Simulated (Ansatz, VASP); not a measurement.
## One calculation of P, two programs

```
P
1.0
     2.48859    0.00000    0.00000
     0.00000    2.48859    0.00000
     0.00000    0.00000    2.48859
P
1
Direct
  0.00000 0.00000 0.00000
```

Alike in both runs: task single point; functional RPBE; k mesh 14 × 14 × 14; occupations fermi-dirac, width 0.1 eV; no spin polarisation.

|  | VASP | Ansatz |
| --- | --- | --- |
| version | VASP 6.6.1 | Ansatz 0.2.0 |
| potentials or method | VASP PAW PBE potentials, release 64 (P) | plane waves (420 eV) with PAW, scalar-relativistic |
| plane-wave cutoff (eV) | 520 | 420 |
| valence electrons in the cell | 5 | 5 |

Ansatz gave:

* pressure (GPa): -2.9

Which values does VASP return?

Pressure (GPa): -3.4.

Caveats: the PAW data sets were made with another functional, which shifts forces and pressure a little (VASP).
